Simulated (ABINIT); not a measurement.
KTaO3:

```
Ta K O
1.0
     3.98830    0.00000    0.00000
     0.00000    3.98830    0.00000
     0.00000    0.00000    3.98830
Ta K O
1 1 3
Direct
  0.00000 0.00000 0.00000
  0.50000 0.50000 0.50000
  0.00000 0.00000 0.50000
  0.00000 0.50000 0.00000
  0.50000 0.00000 0.00000
```

Base run:

- Program: ABINIT 10.8.3 (patched build)
- Functional: PBE
- Potentials or basis: PseudoDojo NC SR PBE v0.4 stringent
- Cutoff: 1796 eV
- k mesh: 7 × 7 × 7
- Occupations: fermi-dirac, width 0.05 eV
- Spin: no spin polarisation

Its results: band gap on the k mesh 2.30 eV, indirect (least direct gap 2.85 eV); pressure 4.9 GPa.

After a change of settings the same cell gave: band gap on the k mesh 2.29 eV, indirect (least direct gap 2.84 eV); pressure 5.5 GPa. Which change was it?
A. potentials or basis from PseudoDojo NC SR PBE v0.4 stringent to SPMS NC PBE v1.0; cutoff from 1796 eV to 1088 eV; valence electrons from 54 to 40
B. potentials or basis from PseudoDojo NC SR PBE v0.4 stringent to SG15 NC PBE v1.2; cutoff from 1796 eV to 1143 eV
C. potentials or basis from PseudoDojo NC SR PBE v0.4 stringent to PseudoDojo NC SR PBE v0.4.1 standard; cutoff from 1796 eV to 1143 eV; valence electrons from 54 to 40
D. potentials or basis from PseudoDojo NC SR PBE v0.4 stringent to Ansatz NC PBE; cutoff from 1796 eV to 1252 eV

D.

Caveats: spin-orbit coupling is left out, which moves the levels of the heavy elements; an odd mesh through Γ misses points on the zone boundary, where band edges often lie.
